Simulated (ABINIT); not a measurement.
Runs of ABINIT 10.8.3 (patched build) on MoS2. The cell holds a slab with vacuum, 3 atoms: a = 3.184 Å, b = 3.184 Å, c = 17.335 Å, α = 90.00°, β = 90.00°, γ = 120.00°. 

| task | k mesh | smearing | k points of the masses | bands of the masses | stop of the response cycle (tolvrs) | acoustic sum rule (asr) | bands in the sums | mesh quality | gap on the mesh (eV) | largest force (eV/Å) |
| --- | --- | --- | --- | --- | --- | --- | --- | --- | --- | --- |
| single point | 8 × 8 × 2 | fermi-dirac 0.05 eV | - | - | - | - | - | not flagged | 1.77 | 0.38 |
| effective masses | 7 × 7 × 1 | fixed | [[0.0, 0.0, 0.0], [0.375, 0.25, 0.0]] | [[13, 13], [14, 14]] | - | - | - | not flagged | - | (a) |
| dielectric tensor | 8 × 8 × 2, shifted | fixed | - | - | 1e-10 | 1 | - | not flagged | - | 0.38 |
| one-shot levels of the hybrid PBE0 | 6 × 6 × 1 | fixed | - | - | - | - | 21 | not flagged | 1.59 | - |
| dielectric tensor | 6 × 6 × 2, shifted | fixed | - | - | 1e-08 | 1 | - | coarse | - | 0.38 |

Alike in all rows: level LDA; potentials or basis PseudoDojo NC SR LDA v0.4.1 standard; no spin polarisation; cell as given; cutoff (eV) 952.

Fill in the values left out.

(a) 0.39.

Caveats: some runs use coarse meshes; the masses are taken at a mesh point that needn't be the band's extremum (some runs).

A k mesh can miss the band edges, and the runs leave out spin-orbit coupling on Mo.

Not every run made on this cell is shown here.
